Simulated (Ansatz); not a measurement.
A run of Ansatz 0.2.0 is set up as follows.

Contents of input.yaml:

```yaml
crystal:
  lattice:
    - [0.0, 2.7218511865, 2.7218511865]
    - [2.7218511865, 0.0, 2.7218511865]
    - [2.7218511865, 2.7218511865, 0.0]
  atoms:
    - { symbol: Si, position: [0.5, 0.5, 0.5] }
    - { symbol: Si, position: [0.75, 0.75, 0.75] }
hamiltonian:
  xc: pbesol
  pseudopotentials: { kind: paw }
kpoints:
  mp_grid: { grid: [8, 8, 8] }
  band_path:
    path:
      - [[0.0, 0.0, 0.0], [0.5, 0.0, 0.5], [0.5, 0.25, 0.75], [0.375, 0.375, 0.75], [0.0, 0.0, 0.0], [0.5, 0.5, 0.5], [0.625, 0.25, 0.625], [0.5, 0.25, 0.75], [0.5, 0.5, 0.5], [0.375, 0.375, 0.75]]
      - [[0.625, 0.25, 0.625], [0.5, 0.0, 0.5]]
    npoints: 14
scf:
  occupations: { method: fermi_dirac, width: 0.05 }
  n_extra_bands: 6
output:
  forces: true
  stress: true
  eigenvalues: true
  fatbands: false
  write_density: true
  write_potential: true
  elf: true
  volumetric_format: npy
```

Potentials or basis: Ansatz PAW.

Run with:

```sh
$ ansatz run input.yaml --threads 2 --pin off --max-ram 5632MiB --backend cpu --events-out ev --progress --plain --runs-dir out
```

Problem. Estimate the band gap along the path.

Solution. 0.47 eV, indirect (least direct gap 2.52 eV).

Problem. Predict the pressure.

Solution. -0.5 GPa.

Problem. Estimate the band gap on the k mesh.

Solution. 0.52 eV, indirect (least direct gap 2.52 eV).

Levels at the corners of the path, in eV from the valence-band top:
```tsv
point	band 1	band 2	band 3	band 4	band 5	band 6	band 7	band 8	band 9
Γ	-11.94	0.00	0.00	0.00	2.52	2.52	2.52	3.23	7.68
X	-7.81	-7.81	-2.85	-2.85	0.61	0.61	10.00	10.00	10.90
W	-7.64	-7.64	-3.87	-3.87	4.18	4.18	4.92	4.92	10.48
K	-8.21	-7.22	-4.33	-2.43	1.10	4.04	7.39	7.91	8.11
Γ	-11.94	0.00	0.00	0.00	2.52	2.52	2.52	3.23	7.68
L	-9.61	-6.98	-1.20	-1.20	1.44	3.28	3.28	7.51	10.49
U	-8.21	-7.22	-4.33	-2.43	1.10	4.04	7.39	7.91	8.11
W	-7.64	-7.64	-3.87	-3.87	4.18	4.18	4.92	4.92	10.48
L	-9.61	-6.98	-1.20	-1.20	1.44	3.28	3.28	7.51	10.49
K	-8.21	-7.22	-4.33	-2.43	1.10	4.04	7.39	7.91	8.11
U	-8.21	-7.22	-4.33	-2.43	1.10	4.04	7.39	7.91	8.11
X	-7.81	-7.81	-2.85	-2.85	0.61	0.61	10.00	10.00	10.90
```

Caveat: the PAW data sets come from PBE, with cores solved anew for the run's functional, which leaves a small shift of forces and pressure. PBEsol gaps usually lie below the measured ones, often by a third to a half.
